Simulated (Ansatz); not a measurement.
**GaN: N vacancy**

These are results of Ansatz 0.2.0, DFT PBE, scalar-relativistic, plane waves, PAW, not measurements. (420 eV cutoff, 2×2×2 k-mesh, shifted by half a step, Gaussian smearing of 0.01 eV, collinear spin in charge 0, +2 alone)

Host crystal, relaxed:

```
Ga N
1.0
     3.21837    0.00000    0.00000
    -1.60919    2.78719    0.00000
     0.00000    0.00000    5.24317
Ga N
2 2
Direct
  0.66667 0.33333 0.49913
  0.33333 0.66667 0.99913
  0.66667 0.33333 0.87587
  0.33333 0.66667 0.37587
```

Supercell of 36 atoms, rows in host cell vectors: 1 2 -1; 1 -1 -1; -2 -1 -1. Atoms relax at the host's cell from a start displaced at random by 0.05 Å near the defect, so other minima may exist. The cell is small, so energies carry finite-size errors of tenths of an eV. The host's Kohn–Sham gap is 1.71 eV. Atoms are taken from and returned to the elements' standard states. Charged cells are corrected for image charges with the computed static dielectric tensor (mean 10.9) and aligned with the host's potential at far atoms (alignment terms reach 1.24 eV; the program doubts the alignment in some charges, where it is up to 1.24 eV). No band-filling term is added, and the Fermi level counts from the host's valence band top.

Defect: N vacancy set at (0.667, 0.333, 0.876) of the host cell. Before relaxation its nearest neighbours are 3 Ga at 1.97 Å, 1 Ga at 1.98 Å.

| charge | E_f at the valence band top (eV) | over the neutral state (eV) | moment (μB) | largest move (Å) | atoms near the site |
| --- | --- | --- | --- | --- | --- |
| +3 | 1.72 | -1.80 | 0.00 | 0.44 | 2 Ga at 2.33 Å, 1 Ga at 2.34 Å, 1 Ga at 2.41 Å |
| +2 | 1.62 | -1.90 | 1.00 | 0.23 | 1 Ga at 2.14 Å, 2 Ga at 2.15 Å, 1 Ga at 2.20 Å |
| +1 | 1.43 | -2.09 | 0.00 | 0.04 | 1 Ga at 1.98 Å, 2 Ga at 1.99 Å, 1 Ga at 2.00 Å |
| 0 | 3.53 | 0.00 | 1.00 | 0.06 | 3 Ga at 1.91 Å, 1 Ga at 1.93 Å |
| -1 | 5.98 | 2.45 | 0.00 | 0.13 | 3 Ga at 1.84 Å, 1 Ga at 1.86 Å |

Among the charges computed the stable one is +1 at the valence band top and stays so across the gap. In charge 0, -1 the extra carrier would gain by moving to a band edge of the host, so it isn't bound in the gap, though by less than the errors named above.